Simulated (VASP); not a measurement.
## ZrB: single point with PBE+D3(BJ)

ZrB:

```
Zr B
1.0
     0.00000    2.32500    2.32500
     2.32500    0.00000    2.32500
     2.32500    2.32500    0.00000
Zr B
1 1
Direct
  0.00000 0.00000 0.00000
  0.50000 0.50000 0.50000
```

```json
{"Program": "VASP 6.6.1", "Task": "single point", "Functional": "PBE", "Dispersion": "D3(BJ)", "Potentials or basis": "VASP PAW PBE potentials, release 64 (Zr_sv, B)", "Cutoff": "520 eV", "k mesh": "6 × 6 × 6", "Occupations": "gaussian, width 0.1 eV", "Spin": "no spin polarisation", "Dipole correction": "no", "Further INCAR settings": "ALGO = Fast; EDIFF = 1e-06; NBANDS = 14"}
```

```
Pressure                   : 29.0 GPa
Band gap on the k mesh     : none (metal or under the smearing width)
Dispersion energy per atom : -0.451 eV
```

Levels at points of the mesh, in eV from the Fermi level:
```tsv
k point	band 6	band 7	band 8	band 9	band 10	band 11
(0.00, 0.00, 0.00)	2.10	2.10	2.10	3.88	3.88	4.00
(0.50, 0.00, 0.00)	-3.43	-1.23	-1.23	5.95	5.95	7.55
(0.50, 0.50, 0.00)	-0.94	-0.12	2.73	2.73	5.65	7.11
```

It took 5 s on 1 thread of AMD EPYC 9R45 96-Core Processor (Zen 5), with other jobs on the host, peak memory 0.12 GiB.

Caveat: the k mesh is coarse (spacing up to 0.39 Å⁻¹), so the values aren't converged; a pressure of tens of GPa on the cell as given is suspect, and the run, the potentials or the cell itself is likely at fault; pairwise dispersion overbinds metals, which lowers pressure and volume.
